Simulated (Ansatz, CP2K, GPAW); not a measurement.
**Tl: 4 runs at one level of theory**

```xyz
2
Lattice="3.4560 0.0000 0.0000 -1.7280 2.9930 0.0000 0.0000 0.0000 5.5250" Properties=species:S:1:pos:R:3 pbc="T T T"
Tl    1.7280    0.9977    4.1438
Tl    0.0000    1.9953    1.3813
```

Alike in all runs: task band structure; functional revPBE; k mesh 9 × 9 × 5; occupations methfessel-paxton, width 0.2 eV; no spin polarisation; no spin-orbit coupling. Pressure is positive in compression and, in plane waves, holds the error of the finite cutoff, which Ansatz's Pulay term estimates and takes out.

```json
{"program and potentials": "Ansatz, Ansatz PAW", "plane-wave cutoff (eV)": "420", "notes": "potentials made for PBE, which Ansatz adapts in part; Pulay term of +0.05 GPa included", "pressure (GPa)": "4.80"}
{"program and potentials": "GPAW, the program's PAW data sets (release 1.2.1) made for this functional", "plane-wave cutoff (eV)": "600", "notes": "-", "pressure (GPa)": "4.46"}
{"program and potentials": "CP2K, POTENTIAL_UZH Tl GTH-PBE-q13; TZVP-MOLOPT-PBE-GTH basis", "plane-wave cutoff (eV)": "-", "notes": "atomic basis; potentials made for PBE", "pressure (GPa)": "4.82"}
{"program and potentials": "Ansatz, all-electron LAPW, scalar-relativistic", "plane-wave cutoff (eV)": "-", "notes": "-", "pressure (GPa)": "4.81"}
```

The pressure spans 4.46 (GPAW, the program's PAW data sets (release 1.2.1) made for this functional) to 4.82 GPa (CP2K, POTENTIAL_UZH Tl GTH-PBE-q13; TZVP-MOLOPT-PBE-GTH basis), with all-electron results at 4.81. Some sets were made for another functional than the one run, which can shift their rows. Rows in atomic bases carry the error of their basis and grid, which can be large.

Differences between rows come from potentials, basis sets and numerical settings, since the functional is the same but for its coding. Runs on potential files found faulty are left out.
